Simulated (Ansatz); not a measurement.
CsI: levels with and without spin–orbit coupling

```xyz
2
Lattice="4.5667 0.0000 0.0000 0.0000 4.5667 0.0000 0.0000 0.0000 4.5667" Properties=species:S:1:pos:R:3 pbc="T T T"
Cs    0.0000    0.0000    0.0000
I     2.2833    2.2833    2.2833
```

Atoms are numbered in the order listed.

Conventional cell: a = 4.567 Å, b = 4.567 Å, c = 4.567 Å, α = 90.00°, β = 90.00°, γ = 90.00°. Cs (atom 1) has 8 I at 3.95 Å as nearest neighbours. I (atom 2) has 8 Cs at 3.95 Å as nearest neighbours.

The cell is COD entry 9008790, as deposited and not checked against the literature; nothing was relaxed.

Methods: DFT, PBE, all-electron LAPW, scalar-relativistic (Ansatz 0.2.0); DFT, PBE, all-electron LAPW, Dirac equation with spin-orbit coupling (Ansatz 0.2.0).

Numerical set-up: a Γ-centred 7×7×7 k mesh, Fermi–Dirac smearing of 0.01 eV, basis error target 0.25 meV/atom, no spin polarisation.

Levels between -4 and 3 eV, each run counted from its own valence-band top. Scalar levels are listed once for both spins; with the coupling every spinor state is counted. Levels near the edges of the range can cross them.

Task: At Γ (0.000, 0.000, 0.000) the scalar-relativistic levels are -0.09 (×3). What are they with spin–orbit coupling?

Result: -1.06 (×2), 0.00 (×4).

Task: At R (0.500, 0.500, 0.500) the scalar-relativistic levels are -1.30 (×3). What are they with spin–orbit coupling?

Result: -2.08 (×2), -1.31 (×4).

Task: At X (0.000, 0.500, 0.000) the scalar-relativistic levels are -1.55, -0.24 (×2). What are they with spin–orbit coupling?

Result: -1.95 (×2), -0.71 (×2), -0.18 (×2).

Task: Without the coupling the gap is 3.89 eV, indirect from M (0.5, 0.5, 0) to Γ. And with it?

Result: 3.64 eV, direct at Γ.
